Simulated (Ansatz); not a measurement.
HgTe:

```xyz
2
Lattice="-3.0456 3.0456 1.5594 3.0456 -3.0456 1.5594 3.0456 3.0456 -1.5594" Properties=species:S:1:pos:R:3 pbc="T T T"
Hg    0.0000    3.0456    0.7797
Te    0.0000    0.0000    0.0000
```

Measurements of this composition are mostly on another form, of space group No. 216.

A run of Ansatz 0.2.0 on this cell left the log below. Logs are shortened: lines on timing, memory, paths and dates and some standing lists are left out, and cuts for length are marked.

```text
Warning: RAYON_NUM_THREADS=2 ignored (pool sized by the plan → 2); use --threads N
Engine: ansatz 0.2.0, x86_64-unknown-linux-gnu
Pseudopotentials: kind: paw
Pseudopotential: Hg, paw, valence charge 20, recommended cutoff 420 eV (normal), Hg.paw.azcp
Pseudopotential: Te, paw, valence charge 16, recommended cutoff 420 eV (normal), Te.paw.azcp
Functional definition: revPBE
  parameter kappa = 1.245
  parameter beta = 0.06672455060314922
  exchange = pbe_x(kappa = kappa, mu = beta*pi^2/3)
  correlation = pbe_c(beta = beta)
Crystal: 2 atoms, lattice volume = 57.858 Å³
Basis set: ecut = 420 eV, 1133 PW (Γ), exchange–correlation on 64×64×64 points (8 copies of the dense FFT grid, shifted against one another)
Bands: 22, of which v1, the nominal top of the filled ones, is band 18 counted from 1 (17 counted from 0)
Symmetry: 8 space group operations
Space group: I-4m2 (ITA 119), of the structure as read, at distance tolerance 3.9e-5 Å
k-points: 102 of 1000 (time reversal used)
Non-local potential: Hg, projectors of the file, l = 0: 3, l = 1: 2, l = 2: 2, l = 3: 1
Non-local potential: Te, projectors of the file, l = 0: 2, l = 1: 2, l = 2: 2, l = 3: 2
PAW form: soft (Blöchl's): semilocal exchange-correlation on the pseudo side does not see the compensation charge
PAW frozen core: Hg, regenerated for the run's functional, and the local potential with it (the file was generated under x = pbe(κ = 0.804, μ = 0.2195149727645171), c = pbe(β = 0.06672455060314922))
PAW frozen core: Te, regenerated for the run's functional, and the local potential with it (the file was generated under x = pbe(κ = 0.804, μ = 0.2195149727645171), c = pbe(β = 0.06672455060314922))
PAW one-centre angular grid: Hg, 590 points (default); XC on 64 Gauss nodes
PAW one-centre angular grid: Te, 590 points (default); XC on 64 Gauss nodes
Initial density: superposition of atomic densities (neutral atoms: chi_scale 0, normalization atom), corrected by the library's trained network
Initial wavefunctions: pseudopotential atomic-orbital guess
Functional: x = revpbe(κ = 1.245, μ = 0.2195149727645171), c = pbe(β = 0.06672455060314922)
SCF iter   1: F=—  HF=-20810.025373 eV  |F-HF|=—  |Δ(HF+E_count)|=         —  Δρ=3.23e-3  dr2=1.33e-2  ethr=1.77e-3  ⟨swp⟩=6.1  Hψ=10443  notcnv=0
[... 53 lines left out ...]
SCF converged after 6 iterations
Free energy (F): -20810.074127 eV
Harris-Foulkes:  -20810.074127 eV  (|F-HF|=0.00e0)
Internal energy: -20810.067978 eV  (E = F + TS)
E sigma→0 (E₀):  -20810.071052 eV
Entropy (-TS):   -0.006149 eV (-3.075 meV/atom)
Fermi energy:    10.825976 eV
--- Per-component energies (eV) ---
  E_band       = -695.455085
  E_kinetic    = 782.737660
  E_local      = -4039.926332  (includes V_loc(G=0)·N_el)
  E_nonlocal   = -238.890059
  E_hartree    = 1993.221576
  E_xc         = -344.214282
  E_vxc        = -365.080695  (∫ρ·V_xc dr)
  E_paw        = -14623.377160  (= ΣΔE_a)
  E_vpaw       = -820.739708  (= ΣTr[D̂ρ^β])
  E_aug_tail   = 0.000742  (compensation charges beyond the density's cutoff)
  E_ewald      = -4339.550483
  E_core_change = -0.069639  (= ΣΔE_core)
  E_smearing   = -0.006149  (= −TS)
  E_closure    = -0.000000  (closes the sum)
  Σ components = -20810.074127   (vs F -20810.074127, Δ=0.00e0)
--- Forces (eV/Å), atoms counted from 1 ---
  atom   1  Hg    -0.00000000     0.00000000     0.00000000
  atom   2  Te    -0.00000000    -0.00000000    -0.00000000
  max |Σ_I F_I| component: 7.10e-17 eV/Å
--- Stress (GPa, compression-positive) ---
       -0.024981       0.000000       0.000000
        0.000000      -0.024981       0.000000
        0.000000       0.000000      -0.026181
  P = ⅓ Tr σ = -0.0254 GPa (-0.254 kbar)
--- Band table (eV; the first three rows and the last of 102) ---
  k-point 0: bands = ["-103.8859", "-52.3728", "-52.3580", "-52.3580", "-26.2706", "-26.2392", "-26.2392", "-26.2153", "-26.2132", "-1.4333", "3.6288", "4.0155", "4.0820", "4.3739", "4.3739", "7.7606", "8.6260", "8.6260", "13.1901", "15.7001", "18.1554", "18.1554"]
  k-point 1: bands = ["-103.8859", "-52.3728", "-52.3580", "-52.3580", "-26.2706", "-26.2392", "-26.2392", "-26.2153", "-26.2133", "-1.3866", "3.6269", "4.0184", "4.0477", "4.3737", "4.3840", "7.0038", "8.7412", "9.3881", "13.1504", "15.7785", "17.5716", "17.8188"]
  k-point 2: bands = ["-103.8859", "-52.3728", "-52.3581", "-52.3580", "-26.2706", "-26.2392", "-26.2391", "-26.2151", "-26.2133", "-1.2573", "3.6217", "3.9660", "4.0133", "4.3752", "4.4059", "6.0454", "9.0606", "10.3793", "13.0455", "15.5980", "16.5078", "17.6983"]
  k-point 101: bands = ["-103.8859", "-52.3728", "-52.3581", "-52.3581", "-26.2706", "-26.2389", "-26.2389", "-26.2139", "-26.2137", "-0.7534", "3.5741", "4.3048", "4.4185", "4.4185", "4.6552", "6.6258", "6.6341", "6.6341", "12.8110", "16.8829", "19.3321", "19.3321"]
--- Relaxed structure (4 steps of the walk, 4 accepted, 1 SCFs on fresh bases) ---
  F+E_penalty+E_count = -20810.07412719 eV   max|allowed force component| = 3.377e-17 eV/Å   (the final SCF, on the basis selected at the relaxed cell)
  cell:  # Å, volume = 59.2087 Å³
    - [-2.99025046142486, 2.99025046142486, 1.6554274074490254]
    - [2.99025046142486, -2.99025046142486, 1.6554274074490254]
    - [2.99025046142486, 2.99025046142486, -1.6554274074490254]
  atoms:
    - { symbol: Hg, position: [0.75, 0.25000000000000006, 0.5] }
    - { symbol: Te, position: [4.903109846548728e-35, 5.026618456260213e-35, 6.669464924420264e-36] }
```

Write the input and the command behind it.

Relaxation of cell and atoms with revPBE, no spin polarisation. The files as run (others can give the same):

input.yaml
```yaml
crystal:
  lattice:
    - [-3.045603, 3.045603, 1.55941]
    - [3.045603, -3.045603, 1.55941]
    - [3.045603, 3.045603, -1.55941]
  atoms:
    - { symbol: Hg, position: [0.75, 0.25, 0.5] }
    - { symbol: Te, position: [0.0, 0.0, 0.0] }
hamiltonian:
  xc: revpbe
  pseudopotentials: { kind: paw }
kpoints:
  mp_grid: { grid: [10, 10, 10] }
scf:
  occupations: { method: fermi_dirac, width: 0.05 }
output:
  forces: true
  stress: true
  eigenvalues: true
relax:
  f_tol: 0.01
  max_steps: 40
  cell: { stress_tol: 0.05 }
```

Potentials or basis: Ansatz PAW.
The run is started by
```sh
$ ansatz run input.yaml --threads 2 --pin off --max-ram 5632MiB --backend cpu --events-out ev --progress --plain --runs-dir out
```

Caveat: the plane-wave basis is chosen anew once the cell has moved, so the energies of steps on either side of that aren't comparable; the PAW data sets come from PBE, with cores solved anew for the run's functional, which leaves a small shift of forces and pressure.
